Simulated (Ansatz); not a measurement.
**MgO: moving Mg off its site**

MgO, Fm-3m, a = 4.270 Å (as given, not relaxed at this level: -5.8 GPa). Ansatz: PBEsol, PAW, 420 eV, Γ-centred 10×10×10 mesh on 2 atoms, Gaussian smearing 0.05 eV; no spin polarisation.

```
CELL_PARAMETERS angstrom
0.00000 2.13515 2.13515
2.13515 0.00000 2.13515
2.13515 2.13515 0.00000
ATOMIC_POSITIONS crystal
Mg 0.00000 0.00000 0.00000
O 0.50000 0.50000 0.50000
```

Atom 1 (Mg) moves by x along the unit vector (0.000, 0.000, -1.000), with its periodic images; all else is held. y is the free energy of the cell over the start, F the force along the path summed over the moved atoms. Symmetry makes y even in x.

```
  x (Å) y (meV) F (eV/Å)
-0.3000    268.5      2.30
-0.1500     53.4      0.77
 0.0000      0.0      0.00
 0.0375      3.1     -0.17
 0.0750     12.5     -0.34
 0.1125        ?         ?
 0.1875     87.4     -1.05
 0.2250    132.8     -1.38
 0.2625    192.1     -1.79
```

Question: Fit y = c2 x² + c4 x⁴ to the energies of the other rows, give the force constant, and predict energy and force of the missing row.

Answer: Least squares on the rows shown. y = 2163.9 x² + 9092.6 x⁴. The force constant is 2 c2 = 4.33 eV/Å², for the cell as given, at -5.8 GPa (for all images moving together, not for a lone atom). With two atoms in a cubic cell this is the optical mode at Γ without the LO field: ω = 521.5 √(2 c2/μ) = 349 cm⁻¹ for μ = 9.65 u. The force −dy/dx at the missing row is -0.54 eV/Å (computed -0.54). At x = 0.1125 the fit asked for gives 28.8 meV. The run gave 29.0 meV, so the fit is 0.2 meV too low, a small miss on the scale of the series.